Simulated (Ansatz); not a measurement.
Mg:

```
Mg
1.0
     0.00000    2.24426    2.24426
     2.24426    0.00000    2.24426
     2.24426    2.24426    0.00000
Mg
1
Direct
  0.00000 0.00000 0.00000
```

This isn't the form of Mg at room conditions, which is hcp.

```yaml
Program: Ansatz 0.2.0
Task: single point
Functional: PBE
Potentials_or_basis: Ansatz PAW
Cutoff: "420 eV (not typed: the program's choice for these potentials)"
k_mesh: 10 × 10 × 10
Occupations: fermi-dirac, width 0.05 eV
Spin: no spin polarisation
```

On this cell: pressure 0.8 GPa; band gap on the k mesh none (metal or under the smearing width).

The same run follows on a disturbed copy (cell strained at random at fixed volume):

```xyz
1
Lattice="0.0207 2.2137 2.2741 2.2676 0.0413 2.2536 2.3014 2.2269 0.0074" Properties=species:S:1:pos:R:3 pbc="T T T"
Mg   -0.0078   -0.0193    0.0201
```

Problem. What changes?

Solution. The energy (extrapolated to zero smearing) moves by +1.1 meV/atom; pressure 0.8 GPa; band gap on the k mesh none (metal or under the smearing width).

Stress tensor (GPa, compression positive):
```
 0.70 -0.71  0.12
-0.71  1.02 -0.42
 0.12 -0.42  0.75
```
